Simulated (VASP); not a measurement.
Crystal: In.

```
In
1.0
    -1.69471    1.69471    2.29737
     1.69471   -1.69471    2.29737
     1.69471    1.69471   -2.29737
In
1
Direct
  0.00000 0.00000 0.00000
```

```yaml
Program: VASP 6.6.1
Task: relaxation of cell and atoms
Functional: PBEsol
Potentials_or_basis: VASP PAW PBE potentials, release 64 (In_d)
Cutoff: 480 eV
k_mesh: 18 × 18 × 18
Occupations: gaussian, width 0.1 eV
Spin: no spin polarisation
```

At the start: pressure -1.4 GPa; volume 26.39 Å³/atom.

Q: Where does the relaxation end?

A: Over 13 steps the energy falls by 4.8 meV/atom and the volume is 25.58 Å³/atom (-3.1 %); space group Fm-3m (No. 225, to 0.05 Å).

The path:
| step | energy change (eV) | largest force (eV/Å) | pressure (GPa) | volume (Å³) |
| --- | --- | --- | --- | --- |
| 1 | 0.0000 | 0.0000 | -1.35 | 26.39 |
| 2 | -0.0038 | 0.0000 | 0.02 | 25.55 |
| 3 | -0.0038 | 0.0000 | 0.01 | 25.55 |
| 4 | -0.0039 | 0.0000 | 0.01 | 25.55 |
| 5 | -0.0042 | 0.0000 | 0.02 | 25.56 |
| 6 | -0.0046 | 0.0000 | 0.00 | 25.58 |
| 7 | -0.0046 | 0.0000 | -0.04 | 25.62 |
| 8 | -0.0047 | 0.0000 | -0.04 | 25.60 |
| 9 | -0.0047 | 0.0000 | -0.03 | 25.60 |
| 10 | -0.0047 | 0.0000 | -0.04 | 25.61 |
| 11 | -0.0047 | 0.0000 | -0.04 | 25.60 |
| 12 | -0.0047 | 0.0000 | 0.13 | 25.51 |
| 13 | -0.0048 | 0.0000 | 0.00 | 25.58 |

Final structure:
```cif
data_structure
_symmetry_space_group_name_H-M 'P 1'
_symmetry_Int_Tables_number 1
_cell_length_a 3.3076
_cell_length_b 3.3076
_cell_length_c 3.3076
_cell_angle_alpha 120.021
_cell_angle_beta 120.021
_cell_angle_gamma 89.964
_cell_volume 25.58
loop_
_atom_site_label
_atom_site_type_symbol
_atom_site_fract_x
_atom_site_fract_y
_atom_site_fract_z
_atom_site_occupancy
In1 In 0.00000 0.00000 0.00000 1
```

Caveat: the PAW data sets were made with another functional, which shifts forces and pressure a little.
